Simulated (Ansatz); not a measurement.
Crystal: ZrB2.

```xyz
3
Lattice="3.1700 0.0000 0.0000 -1.5850 2.7453 0.0000 0.0000 0.0000 3.5330" Properties=species:S:1:pos:R:3 pbc="T T T"
Zr    0.0000    0.0000    0.0000
B     1.5850    0.9151    1.7665
B     0.0000    1.8302    1.7665
```

Base run:

```yaml
Program: Ansatz 0.2.0
Functional: PBE
Potentials_or_basis: all-electron LAPW, scalar-relativistic
Cutoff: 281 eV
Density_cutoff: 1125 eV
Basis_error_allowed: 0.001 eV/atom
k_mesh: 10 × 10 × 8
Occupations: fermi-dirac, width 0.05 eV
Spin: no spin polarisation
```

Its results: pressure 0.8 GPa.

Question: The run is repeated on the same cell with these changes: functional from PBE to LDA; basis error allowed from 0.001 eV/atom to 0.002 eV/atom. What comes out?

Answer: Pressure -8.8 GPa.

Not every run made on this cell is shown here.
